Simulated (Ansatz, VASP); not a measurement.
# Cross-check of ZnSe (Stilleite) between VASP and Ansatz

Wanted: the spread between two codes on one cell, functional and k mesh.

Method: plane waves, with VASP 6.6.1 beside it; band structure at HSE06 and band structure at HSE03, in Ansatz 0.2.0.

### 1. The starting structure

It takes space group F-43m (No. 216, cubic). The conventional cell has a = 5.668 Å, b = 5.668 Å, c = 5.668 Å, α = 90.00°, β = 90.00°, γ = 90.00°. Zn has 4 Se at 2.45 Å nearest. Nearest to Se lie 4 Zn at 2.45 Å. Farther neighbours and most contacts between anions are not listed.

Coordinates:

```cif
data_structure
_symmetry_space_group_name_H-M 'P 1'
_symmetry_Int_Tables_number 1
_cell_length_a 4.0076
_cell_length_b 4.0076
_cell_length_c 4.0076
_cell_angle_alpha 60.000
_cell_angle_beta 60.000
_cell_angle_gamma 60.000
_cell_volume 45.51
loop_
_atom_site_label
_atom_site_type_symbol
_atom_site_fract_x
_atom_site_fract_y
_atom_site_fract_z
_atom_site_occupancy
Zn1 Zn 0.00000 0.00000 0.00000 1
Se2 Se 0.25000 0.25000 0.25000 1
```

### 2. VASP: band structure, HSE06

Levels along a path test the potential and the projectors away from the mesh points.

Lines of VASP's logs that name or quote its potential files are left out, and so is its time.

The run reads the wave functions of an earlier VASP run, which isn't shown here.

INCAR reads:

```
SYSTEM = ZnSe
PREC = Accurate
ENCUT = 400
EDIFF = 1E-06
NELM = 100
ISMEAR = 0
SIGMA = 0.02
LREAL = .FALSE.
ALGO = Normal
LHFCALC = .TRUE.
AEXX = 0.25
GGA = PE
HFSCREEN = 0.2
LASPH = .TRUE.
NBANDS = 15
PRECFOCK = Fast
LORBIT = 11
LWAVE = .FALSE.
LCHARG = .FALSE.
KPAR = 4
```

POSCAR reads:

```
ZnSe
1.0
    0.0000000000      2.8338000000      2.8338000000
    2.8338000000      0.0000000000      2.8338000000
    2.8338000000      2.8338000000      0.0000000000
Zn Se
1 1
Direct
    0.0000000000      0.0000000000      0.0000000000
    0.2500000000      0.2500000000      0.2500000000
```

KPOINTS reads:

```
Automatic mesh
0
Gamma
4 4 4
0 0 0
```

KPOINTS_OPT reads:

```
Line mode
6
Line-mode
Reciprocal
  0.00000000   0.00000000   0.00000000 GAMMA
  0.50000000   0.00000000   0.50000000 X

  0.50000000   0.00000000   0.50000000 X
  0.50000000   0.25000000   0.75000000 W

  0.50000000   0.25000000   0.75000000 W
  0.37500000   0.37500000   0.75000000 K

  0.37500000   0.37500000   0.75000000 K
  0.00000000   0.00000000   0.00000000 GAMMA

  0.00000000   0.00000000   0.00000000 GAMMA
  0.50000000   0.50000000   0.50000000 L

  0.50000000   0.50000000   0.50000000 L
  0.62500000   0.25000000   0.62500000 U

  0.62500000   0.25000000   0.62500000 U
  0.50000000   0.25000000   0.75000000 W

  0.50000000   0.25000000   0.75000000 W
  0.50000000   0.50000000   0.50000000 L

  0.50000000   0.50000000   0.50000000 L
  0.37500000   0.37500000   0.75000000 K

  0.62500000   0.25000000   0.62500000 U
  0.50000000   0.00000000   0.50000000 X
```

The projector-augmented-wave data sets are Zn and Se (PBE family, release 64).

Launch:

```sh
$ mpirun -np 4 vasp_std
```

Numbers of over 12 decimals in the logs are rounded to 6 here.

The log of the run:

```text
[banner, memory and clock lines left out]
running    4 mpi-ranks, on    1 nodes
 distrk:  each k-point on    1 cores,    4 groups
 distr:  one band on    1 cores,    1 groups

 POSCAR found type information on POSCAR ZnSe
 POSCAR found :  2 types and       2 ions
 LDA part: xc-table for (Slater+PW92), standard interpolation
 found WAVECAR, reading the header
 POSCAR, INCAR and KPOINTS ok, starting setup
 FFT: planning ... GRIDC
 FFT: planning ... GRID_SOFT
 FFT: planning ... GRID
 reading WAVECAR
 the WAVECAR file was read successfully
 initial charge from wavefunction
 entering main loop
       N       E                     dE             d eps       ncg     rms          rms(c)
DAV:   1    -0.741301521849E+01   -0.74130E+01   -0.68146E-01   329   0.238E+01    0.215E+00
DAV:   2    -0.739257964196E+01    0.20436E-01   -0.16722E-01   275   0.816E+00    0.113E+00
DAV:   3    -0.739278581656E+01   -0.20617E-03   -0.17649E-02   296   0.207E+00    0.704E-01
DAV:   4    -0.739249204257E+01    0.29377E-03   -0.13959E-03   254   0.437E-01    0.410E-01
DAV:   5    -0.739238267667E+01    0.10937E-03   -0.18931E-04   307   0.136E-01    0.234E-01
DAV:   6    -0.739235366737E+01    0.29009E-04   -0.37786E-05   268   0.579E-02    0.130E-01
DAV:   7    -0.739234215557E+01    0.11512E-04   -0.42667E-06   261   0.211E-02    0.717E-02
DAV:   8    -0.739233777109E+01    0.43845E-05   -0.15498E-06   254   0.100E-02    0.386E-02
DAV:   9    -0.739233606599E+01    0.17051E-05   -0.55686E-07   176   0.594E-03    0.208E-02
DAV:  10    -0.739233550474E+01    0.56125E-06   -0.25435E-07   148   0.414E-03
   1 F= -.73923355E+01 E0= -.73923355E+01  d E =-.350473E-34
 Start KPOINTS_OPT (optional k-point list driver)
k-point batch [1-8\60]
       N       E                     dE             ncg
DAV:   1     0.794145774744E+01   -0.28975E+04      240
DAV:   2    -0.766504407240E+03   -0.77445E+03      268
DAV:   3    -0.818598244305E+03   -0.52094E+02      275
DAV:   4    -0.819370675403E+03   -0.77243E+00      310
DAV:   5    -0.819375572096E+03   -0.48967E-02      317
DAV:   6    -0.819375606434E+03   -0.34338E-04      317
DAV:   7    -0.819375606768E+03   -0.33356E-06      239
[...]
k-point batch [57-60\60]
       N       E                     dE             ncg
DAV:   1     0.206494702130E+04   -0.24542E+04      120
DAV:   2     0.167985701697E+04   -0.38509E+03      134
DAV:   3     0.165557402621E+04   -0.24283E+02      148
DAV:   4     0.165522269211E+04   -0.35133E+00      155
DAV:   5     0.165522054650E+04   -0.21456E-02      169
DAV:   6     0.165522053302E+04   -0.13476E-04      162
DAV:   7     0.165522053291E+04   -0.11365E-06      123
```

OUTCAR, selected parts (step 2):

```text
ion  position               nearest neighbor table
   1  0.000  0.000  0.000-   2 2.45   2 2.45   2 2.45   2 2.45
   2  0.250  0.250  0.250-   1 2.45   1 2.45   1 2.45   1 2.45

  LATTYP: Found a face centered cubic cell.
 ALAT       =     5.6676000000

 Subroutine GETGRP returns: Found 24 space group operations
 (whereof 24 operations were pure point group operations)

The static configuration has the point symmetry T_d .

 Found      8 irreducible k-points:

   k-points           NKPTS =      8   k-points in BZ     NKDIM =     64   number of bands    NBANDS=     15

   dimension x,y,z NGX =    28 NGY =   28 NGZ =   28
   dimension x,y,z NGXF=    56 NGYF=   56 NGZF=   56

   ENCUT  =  400.0 eV  29.40 Ry    5.42 a.u.   6.54  6.54  6.54*2*pi/ulx,y,z

   NELECT =      18.0000    total number of electrons

 k-points in reciprocal lattice and weights: Automatic mesh
   0.00000000  0.00000000  0.00000000       0.016
   0.25000000  0.00000000  0.00000000       0.125
   0.50000000  0.00000000  0.00000000       0.062
   0.25000000  0.25000000  0.00000000       0.094
   0.50000000  0.25000000  0.00000000       0.375
  -0.25000000  0.25000000  0.00000000       0.188
   0.50000000  0.50000000  0.00000000       0.047
  -0.25000000  0.50000000  0.25000000       0.094

  exchange ACFDT corr.  =         0.00000000  see jH, gK, PRB 81, 115126

 average (electrostatic) potential at core
       1 -29.5639       2 -52.1926

 E-fermi :   1.1306

 k-point     1 :       0.0000    0.0000    0.0000
  band No.  band energies     occupation
    ...
      5      -6.8994      2.00000
      6      -6.8994      2.00000
      7       0.9611      2.00000
      8       0.9611      2.00000
      9       0.9611      2.00000
     10       3.4068      0.00000
     11       7.9253      0.00000
     12       7.9253      0.00000
     13       7.9253      0.00000
     14      12.2826      0.00000
    ...

 k-point     2 :       0.2500    0.0000    0.0000
  band No.  band energies     occupation
    ...
      5      -6.8994      2.00000
      6      -6.8994      2.00000
      7      -2.2626      2.00000
      8       0.4625      2.00000
      9       0.4625      2.00000
     10       4.8661      0.00000
     11       8.5845      0.00000
     12       8.5845      0.00000
     13       8.7267      0.00000
     14      12.6024      0.00000
    ...

 k-point     3 :       0.5000    0.0000    0.0000
  band No.  band energies     occupation
    ...
      5      -6.8851      2.00000
      6      -6.7143      2.00000
      7      -4.5733      2.00000
      8       0.0478      2.00000
      9       0.0478      2.00000
     10       4.6384      0.00000
     11       8.4756      0.00000
     12       8.4756      0.00000
     13      10.7288      0.00000
     14      13.3257      0.00000
    ...

  energy-cutoff  :      400.00
  volume of cell :       45.51
      direct lattice vectors                 reciprocal lattice vectors
     0.000000000  2.833800000  2.833800000    -0.176441527  0.176441527  0.176441527
     2.833800000  0.000000000  2.833800000     0.176441527 -0.176441527  0.176441527
     2.833800000  2.833800000  0.000000000     0.176441527  0.176441527 -0.176441527

 POSITION                                       TOTAL-FORCE (eV/Angst)
 -----------------------------------------------------------------------------------
      0.00000      0.00000      0.00000         0.000000      0.000000      0.000000
      1.41690      1.41690      1.41690        -0.000000     -0.000000     -0.000000
 -----------------------------------------------------------------------------------
    total drift:                                0.000175      0.000169      0.000092

  FREE ENERGIE OF THE ION-ELECTRON SYSTEM (eV)
  ---------------------------------------------------
  free  energy   TOTEN  =        -7.3923355047 eV

  energy  without entropy=       -7.3923355047  energy(sigma->0) =       -7.39233550

 total charge
# of ion       s       p       d       tot
------------------------------------------
    1        0.491   0.441   9.823  10.755
    2        1.439   2.508   0.026   3.974
--------------------------------------------------
tot          1.930   2.950   9.849  14.729

[... 3 further parts left out ...]
```

Spin-orbit coupling is off here; it would split degenerate levels, and it lifts a valence top of Se p states by about 0.1 eV.

### 3. Ansatz: band structure, HSE06

Ansatz runs on its default PAW (the set named soft_2) files.

The same cell, functional, mesh and smearing now go to Ansatz, which takes its cutoff from its data sets.

input.yaml reads:

```yaml
crystal:
  lattice:
    - [0.0, 2.8338, 2.8338]
    - [2.8338, 0.0, 2.8338]
    - [2.8338, 2.8338, 0.0]
  atoms:
    - { symbol: Zn, position: [0.0, 0.0, 0.0] }
    - { symbol: Se, position: [0.25, 0.25, 0.25] }
hamiltonian:
  xc: { exchange: pbe, correlation: pbe, exx: { coeff: 0.25, omega: 0.2 } }
  pseudopotentials: { kind: paw }
kpoints:
  mp_grid: { grid: [4, 4, 4] }
  band_path:
    path:
      - [0.0, 0.0, 0.0]
      - [0.5, 0.0, 0.5]
      - [0.5, 0.2, 0.7]
      - [0.4, 0.35, 0.75]
      - [0.15, 0.15, 0.3]
      - [0.2, 0.2, 0.2]
      - [0.55, 0.4, 0.55]
      - [0.6, 0.25, 0.65]
      - [0.5, 0.25, 0.75]
      - [0.5, 0.5, 0.5]
      - [0.375, 0.375, 0.75]
      - [0.5, 0.0, 0.5]
    npoints: 1
scf:
  occupations: { method: gaussian, width: 0.02 }
  n_extra_bands: 7
output:
  forces: true
  stress: true
  eigenvalues: true
  write_density: true
  write_potential: true
  elf: true
  volumetric_format: npy
```

Launch:

```sh
$ ansatz run input.yaml --threads 4 --pin off --max-ram 9216MiB --backend cpu --events-out ev --progress --plain --runs-dir out
```

The log of the run:

```text
Warning: output.stress: scf.convergence.dr2_threshold = 1e-7 eV (the SCF's general default) is looser than the 2e-10 eV advised for a printed stress (1e-10 eV for each atom of the cell: 2). What an SCF threshold leaves in a stress goes as its square root, and in the free energy as the threshold itself, and one threshold admits the most on a small cell: [figures from the program's tests cut] Set scf.convergence.dr2_threshold to 2e-10 eV or tighter. The threshold is an SCF's pass mark: one that does not reach it within its budget of iterations ends unconverged, or closes short of it on a stop that the run arms, and scf.convergence.dr2_threshold's page says what that costs each kind of run
Warning: output.stress: scf.exx.energy_threshold = 1e-6 eV is looser than the 2e-8 eV advised for a stress under a hybrid functional (1e-8 eV for each atom of the cell: 2). Every SCF of the exchange loop can meet its threshold on dr2 while the loop round them stops early: no threshold on dr2 bounds what that leaves in the stress. Set scf.exx.energy_threshold to 2e-8 eV or tighter. The threshold is the loop's pass mark: a loop that does not reach it within its budget of cycles ends unconverged, and scf.exx.energy_threshold's page has the law
scf.n_extra_bands = 7 over 14 filled bands (N_el = 28.0): the run solves 21 bands
Engine: ansatz 0.2.0, aarch64-unknown-linux-gnu
Pseudopotentials: kind: paw
Pseudopotential: Zn, paw, valence charge 12, recommended cutoff 420 eV (normal), Zn.paw.azcp
Pseudopotential: Se, paw, valence charge 16, recommended cutoff 420 eV (normal), Se.paw.azcp
Functional definition: unnamed
  parameter a_1 = 0.25
  parameter omega_1 = 0.2/angstrom
  exchange = pbe_x + (-a_1)*pbe_x_sr(omega_1) + a_1*exact_x_sr(omega_1)
  correlation = pbe_c
Crystal: 2 atoms, lattice volume = 45.513 Å³
Basis set: ecut = 420 eV, 893 PW (Γ), exchange–correlation on 54×54×54 points (8 copies of the dense FFT grid, shifted against one another)
Bands: 21, of which v1, the nominal top of the filled ones, is band 14 counted from 1 (13 counted from 0)
Symmetry: 24 space group operations
Space group: F-43m (ITA 216), of the structure as read, at distance tolerance 3.6e-5 Å
k-points: 8 of 64 (time reversal used)
Non-local potential: Zn, projectors of the file, l = 0: 2, l = 1: 2, l = 2: 3, l = 3: 1
Non-local potential: Se, projectors of the file, l = 0: 2, l = 1: 2, l = 2: 3, l = 3: 1
PAW form: soft (Blöchl's): semilocal exchange-correlation on the pseudo side does not see the compensation charge
PAW frozen core: Zn, regenerated for the run's functional, and the local potential with it (the file was generated under x = pbe(κ = 0.804, μ = 0.219515), c = pbe(β = 0.066725))
PAW frozen core: Se, regenerated for the run's functional, and the local potential with it (the file was generated under x = pbe(κ = 0.804, μ = 0.219515), c = pbe(β = 0.066725))
PAW one-centre angular grid: Zn, 590 points (default); XC on 64 Gauss nodes
PAW one-centre angular grid: Se, 590 points (default); XC on 64 Gauss nodes
Initial density: superposition of atomic densities (neutral atoms: chi_scale 0, normalization atom), corrected by the library's trained network
Initial wavefunctions: pseudopotential atomic-orbital guess
Functional: x = pbe(κ = 0.804, μ = 0.219515), c = pbe(β = 0.066725), warm-up for x = pbe(κ = 0.804, μ = 0.219515) + 0.25 (exact − pbe) at short range (hse, ω = 0.2 Å⁻¹), c = pbe(β = 0.066725)
SCF iter   1: F=—  HF=-8789.461596 eV  |F-HF|=—  |Δ(HF+E_count)|=         —  Δρ=1.84e-3  dr2=7.69e-4  ethr=1.77e-3  ⟨swp⟩=11.6  Hψ=831  notcnv=0
preconditioner: auto → none  [insulator: Δε(μ)=1.287 eV  Ē_g=14.517 eV  σ=0.020 eV  W_gap=1.00  n_scr=14 (ndim 8)  ℏωp=23.4 eV  f_vac=0.121  D(μ)=0.00/eV (n_scr^D=0)]
SCF iter   2: F=—  HF=-8789.461365 eV  |F-HF|=—  |Δ(HF+E_count)|=   2.32e-4  Δρ=1.04e-3  dr2=3.62e-4  ethr=2.75e-6  ⟨swp⟩=5.0  Hψ=559  notcnv=0  defer=1
iter 3 solved again at ethr=4.49e-8 eV; its pass at ethr=1.29e-6 eV (dr2=1.26e-5 eV) is discarded
SCF iter   3: F=-8789.461210 eV  HF=-8789.461203 eV  |F-HF|=7.63e-6  |Δ(HF+E_count)|=   1.62e-4  Δρ=2.24e-4  dr2=1.25e-5  ethr=4.49e-8  ⟨swp⟩=2.2  Hψ=680  notcnv=0
SCF 1 stopped early in 3 iterations: F = -8789.461210 eV  dr2 = 1.25e-5
  greatest PAW one-centre occupation: 1.000 electrons in one spin orbital (limit 2), on the Se atom at site 1 (counted from 0), in its partial waves of l = 2
Initial density: handed on by an earlier stage of this run
Initial wavefunctions: those handed on with the density
Functional: x = pbe(κ = 0.804, μ = 0.219515) + 0.25 (exact − pbe) at short range (hse, ω = 0.2 Å⁻¹), c = pbe(β = 0.066725)
Exchange kernel: α = 0.2500, screened, ω = 0.2000 Å⁻¹, Wigner–Seitz truncation, v(0) = 1103.1349 eV·Å³, q-mesh 4×4×4, nearest image of the exchange supercell L = 16.03 Å, pair-density grid 15×15×15, without the augmentation charges, whose exchange is taken in its separable form by FFT convolution over the k-point mesh (sized by the pseudopotential files, 24×24×24 at the most), smooth part of the exact exchange by density-matrix convolution
Frozen-core exchange: fock
SCF iter   1: F=—  HF=-8791.156737 eV  |F-HF|=—  |Δ(HF+E_count)|=         —  Δρ=2.05e-2  dr2=9.75e-2  ethr=4.48e-7  ⟨swp⟩=7.9  Hψ=832  notcnv=0
preconditioner: auto → none  [insulator: Δε(μ)=2.411 eV  Ē_g=17.156 eV  σ=0.020 eV  W_gap=1.00  n_scr=14 (ndim 8)  ℏωp=23.4 eV  f_vac=0.123  D(μ)=0.00/eV (n_scr^D=0)]
SCF iter   2: F=—  HF=-8791.125465 eV  |F-HF|=—  |Δ(HF+E_count)|=   3.13e-2  Δρ=2.99e-3  dr2=5.54e-3  ethr=4.48e-7  ⟨swp⟩=5.0  Hψ=659  notcnv=0
SCF iter   3: F=—  HF=-8791.129245 eV  |F-HF|=—  |Δ(HF+E_count)|=   3.78e-3  Δρ=4.33e-3  dr2=3.90e-3  ethr=4.48e-7  ⟨swp⟩=4.9  Hψ=593  notcnv=0
SCF iter   4: F=—  HF=-8791.128924 eV  |F-HF|=—  |Δ(HF+E_count)|=   3.22e-4  Δρ=1.80e-3  dr2=6.57e-4  ethr=4.48e-7  ⟨swp⟩=4.0  Hψ=455  notcnv=0
SCF iter   5: F=—  HF=-8791.129872 eV  |F-HF|=—  |Δ(HF+E_count)|=   9.48e-4  Δρ=7.64e-4  dr2=1.35e-4  ethr=4.48e-7  ⟨swp⟩=4.2  Hψ=395  notcnv=0  defer=1
SCF iter   6: F=-8791.129797 eV  HF=-8791.129797 eV  |F-HF|=4.93e-7  |Δ(HF+E_count)|=   7.50e-5  Δρ=1.50e-5  dr2=6.94e-7  ethr=4.48e-7  ⟨swp⟩=4.0  Hψ=365  notcnv=0
SCF 2 stopped early in 6 iterations: F = -8791.129797 eV  dr2 = 6.94e-7
hybrid outer 1: dexx = +1.139e-2 eV, tail = 7.24e-5 eV
Exchange kernel: α = 0.2500, screened, ω = 0.2000 Å⁻¹, Wigner–Seitz truncation, v(0) = 1103.1349 eV·Å³, q-mesh 4×4×4, nearest image of the exchange supercell L = 16.03 Å, pair-density grid 15×15×15, without the augmentation charges, whose exchange is taken in its separable form by FFT convolution over the k-point mesh (sized by the pseudopotential files, 24×24×24 at the most), smooth part of the exact exchange by density-matrix convolution
Frozen-core exchange: fock
SCF iter   1: F=—  HF=-8791.129433 eV  |F-HF|=—  |Δ(HF+E_count)|=         —  Δρ=1.02e-4  dr2=2.81e-6  ethr=1.29e-6  ⟨swp⟩=4.8  Hψ=387  notcnv=0
preconditioner: auto → none  [insulator: Δε(μ)=2.456 eV  Ē_g=16.872 eV  σ=0.020 eV  W_gap=1.00  n_scr=14 (ndim 8)  ℏωp=23.4 eV  f_vac=0.124  D(μ)=0.00/eV (n_scr^D=0)]
SCF iter   2: F=—  HF=-8791.129433 eV  |F-HF|=—  |Δ(HF+E_count)|=   2.17e-7  Δρ=2.96e-5  dr2=2.90e-7  ethr=9.28e-9  ⟨swp⟩=4.0  Hψ=441  notcnv=0
SCF iter   3: F=—  HF=-8791.129434 eV  |F-HF|=—  |Δ(HF+E_count)|=   8.05e-7  Δρ=2.05e-5  dr2=1.10e-7  ethr=5.16e-10  ⟨swp⟩=4.2  Hψ=415  notcnv=0  defer=1
SCF iter   4: F=-8791.129434 eV  HF=-8791.129434 eV  |F-HF|=7.26e-10  |Δ(HF+E_count)|=   2.78e-8  Δρ=4.32e-6  dr2=5.71e-9  ethr=3.46e-10  ⟨swp⟩=3.0  Hψ=330  notcnv=0
SCF 3 converged in 4 iterations: F = -8791.129434 eV  dr2 = 5.71e-9
  Residual-converged pass: ⟨swp⟩=4.0  Hψ=376  notcnv=0  max |occ|·‖R‖ = 2.4e-6 eV (tolerance 2.4e-6 eV)  dr2=5.70e-9  dr2_onsite=5.48e-10  max |Δocc| = 0.0e0
hybrid outer 2: dexx = +8.557e-7 eV, tail = 4.25e-8 eV, Δε = 3.60e-3 eV (about 1.36e-4 eV left of the loop's levels)
NSCF: frozen V_eff on 12 k-points
hybrid SCF converged: 2 outer / 10 inner (+3 warm-up), last move |dexx| = 8.56e-7 eV, tail = 4.25e-8 eV
Stability not checked: this state was not tested for a lower state beside it, because the functional holds exact exchange (a hybrid, or Hartree-Fock), whose exchange loop this test does not read (fock_operator; see scf.lower_state_search)
Free energy (F): -8791.129434 eV
Frozen-core exchange: fock
Harris-Foulkes:  -8791.129434 eV  (|F-HF|=7.26e-10)
Internal energy: -8791.129434 eV  (E = F + TS)
E sigma→0 (E₀):  -8791.129434 eV
Fermi energy:    7.362847 eV
--- Per-component energies (eV) ---
  E_band       = -454.675883
  E_kinetic    = 249.261214
  E_local      = -4402.244594  (includes V_loc(G=0)·N_el)
  E_nonlocal   = 22.387062
  E_hartree    = 2045.145229
  E_xc         = -192.105874
  E_vxc        = -119.954528  (∫ρ·V_xc dr)
  E_exx        = -110.626433  (= α·E_x^exact, valence–valence)
  E_paw        = -3681.573591  (= ΣΔE_a)
  E_vpaw       = -73.161404  (= ΣTr[D̂ρ^β])
  E_aug_tail   = -0.000895  (compensation charges beyond the density's cutoff)
  E_ewald      = -2720.942845
  E_core_change = -0.428717  (= ΣΔE_core)
  E_smearing   = -0.000000  (= −TS)
  E_closure    = 0.000011  (closes the sum)
  Σ components = -8791.129434   (vs F -8791.129434, Δ=1.82e-12)
--- Forces (eV/Å), atoms counted from 1 ---
  atom   1  Zn     0.00000000    -0.00000000    -0.00000000
  atom   2  Se    -0.00000000     0.00000000    -0.00000000
  max |Σ_I F_I| component: 2.59e-16 eV/Å
--- Stress (GPa, compression-positive) ---
        1.438365       0.000000      -0.000000
       -0.000000       1.438365       0.000000
       -0.000000       0.000000       1.438365
  P = ⅓ Tr σ = 1.4384 GPa (14.384 kbar)
--- Band table (eV; the first three rows and the last of 8) ---
  k-point 0: bands = [... 10 lower, -1.8040, 6.1346, 6.1346, 6.1346, 8.5909, 13.1049, 13.1049, 13.1049, ... 3 higher]
  k-point 1: bands = [... 10 lower, -1.8046, 2.9082, 5.6362, 5.6362, 10.0464, 13.7637, 13.7637, 13.8995, ... 3 higher]
  k-point 2: bands = [... 10 lower, -1.6185, 0.5995, 5.2218, 5.2218, 9.8159, 13.6513, 13.6513, 15.8880, ... 3 higher]
  k-point 7: bands = [... 10 lower, -1.4623, 1.2151, 3.1372, 3.3601, 12.5854, 13.0518, 14.3619, 14.9231, ... 3 higher]
```

Elapsed: 17 s, on 4 threads of Arm Neoverse V2, shared host; peak memory 0.72 GiB.

In the SCF lines HF is the Harris–Foulkes energy and dr2 the Hartree energy of the density residual, in eV; the loop may stop once dr2 is under the threshold and the program's other checks hold. Hψ counts applications of the Hamiltonian.

[end of part 1 of 2]

[Lines on the potential files, build, host, timing and source positions are cut from VASP's logs without a mark.]

[Logs are printed without paths, hosts, clocks, repeated set-up lines and the standing remarks that a program may print on its own settings, such as how far it seeks lower states.]

[Hosts, paths, dates, database ids (printed as entryN), source tags and the programs' standing remarks are cut or masked in the printed files.]
